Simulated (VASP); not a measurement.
Runs of VASP 6.6.1 on KTaO3. The structure is cubic, space group Pm-3m (No. 221). The conventional cell has a = 3.988 Å, b = 3.988 Å, c = 3.988 Å, α = 90.00°, β = 90.00°, γ = 90.00°. Around K (site symmetry m-3m) lie 12 O at 2.82 Å. Ta (site symmetry m-3m) is surrounded by 6 O at 1.99 Å. Around O (site symmetry 4/mmm) lie 2 Ta at 1.99 Å. 

```csv
task,level,potentials or basis,cell,k mesh,cutoff (eV),grid for exact exchange (PRECFOCK),screening parameter,gap on the mesh (eV),pressure (GPa)
electric field gradients,LDA,"VASP PAW LDA potentials, release 64 (K_sv, Ta_pv, O)",as given,6 × 6 × 6,520,-,-,2.02,-4.4
electric field gradients,PBEsol,"VASP PAW PBE potentials, release 64 (K_sv, Ta_pv, O)",as given,6 × 6 × 6,600,-,-,2.09,0.1
relaxation of cell and atoms,PBEsol,"VASP PAW PBE potentials, release 64 (K_sv, Ta_pv, O)",relaxed,6 × 6 × 6,600,-,-,2.08,0.0
electric field gradients,r2SCAN,"VASP PAW PBE potentials, release 64 (K_sv, Ta_pv, O)",as given,6 × 6 × 6,520,-,-,2.60,(a)
electric field gradients,HSE06,"VASP PAW PBE potentials, release 64 (K_sv, Ta_pv, O)",as given,4 × 4 × 4,520,Normal,0.2 1/A,(b),0.0
relaxation of the atoms,PBEsol,"VASP PAW PBE potentials, release 64 (K_sv, Ta_pv, O)",atoms relaxed,6 × 6 × 6,520,-,-,2.08,0.3
```

Alike in all rows: no spin polarisation; smearing fermi-dirac 0.02 eV.

Question: Estimate the missing entries.

Answer: (a) 1.2; (b) 3.51.

Caveats: spin-orbit coupling is left out, which moves the levels of the heavy elements; the PAW data sets were made with another functional, which shifts forces and pressure a little (some runs).

A k mesh can miss the band edges, and the runs leave out spin-orbit coupling on Ta.

Not every run made on this cell is shown here.
